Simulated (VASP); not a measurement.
Input of a VASP 6.6.1 run:

INCAR

```
PREC = Accurate
ENCUT = 520
EDIFF = 1E-7
ISMEAR = -1
SIGMA = 0.05
LREAL = F
LASPH = T
NELM = 80
ALGO = Fast
ISIF = 2
LWAVE = F
LCHARG = F
GGA = PE
```

Contents of KPOINTS:

```
regular mesh
0
Gamma
  6 6 8
```

The input POSCAR:

```
SnO2
1.0
    4.7380000000      0.0000000000      0.0000000000
    0.0000000000      4.7380000000      0.0000000000
    0.0000000000      0.0000000000      3.1865000000
Sn O
2 4
Direct
    0.5000000000      0.5000000000      0.5000000000
    0.0000000000      0.0000000000      0.0000000000
    0.8071000000      0.1929000000      0.5000000000
    0.6929000000      0.6929000000      0.0000000000
    0.1929000000      0.8071000000      0.5000000000
    0.3071000000      0.3071000000      0.0000000000
```

File KPOINTS_OPT:

```
path GXMGZRAZ,XR,MA
10
line-mode
reciprocal
 0.0000000000  0.0000000000  0.0000000000  G
 0.0000000000  0.5000000000  0.0000000000  X

 0.0000000000  0.5000000000  0.0000000000  X
 0.5000000000  0.5000000000  0.0000000000  M

 0.5000000000  0.5000000000  0.0000000000  M
 0.0000000000  0.0000000000  0.0000000000  G

 0.0000000000  0.0000000000  0.0000000000  G
 0.0000000000  0.0000000000  0.5000000000  Z

 0.0000000000  0.0000000000  0.5000000000  Z
 0.0000000000  0.5000000000  0.5000000000  R

 0.0000000000  0.5000000000  0.5000000000  R
 0.5000000000  0.5000000000  0.5000000000  A

 0.5000000000  0.5000000000  0.5000000000  A
 0.0000000000  0.0000000000  0.5000000000  Z

 0.0000000000  0.5000000000  0.0000000000  X
 0.0000000000  0.5000000000  0.5000000000  R

 0.5000000000  0.5000000000  0.0000000000  M
 0.5000000000  0.5000000000  0.5000000000  A
```

Potentials or basis: VASP PAW PBE potentials, release 54 (Sn_d, O).

Command:

```console
$ cat potpaw_PBE.54/Sn_d/POTCAR potpaw_PBE.54/O/POTCAR > POTCAR
$ mpirun -np 1 vasp_std > vasp.out
```

Question: Estimate the band gap along the path.

Answer: 1.27 eV, direct.

Question: Estimate the largest force.

Answer: 0.294 eV/Å.

Question: Estimate the band gap on the k mesh.

Answer: 1.27 eV, direct.

Stress tensor (GPa, compression positive):
```
10.68  0.00  0.00
 0.00 10.68  0.00
 0.00  0.00 13.98
```

Caveat: spin-orbit coupling is left out, which moves the levels of the heavy elements. As with any semilocal functional, this PBE gap is likely too small.
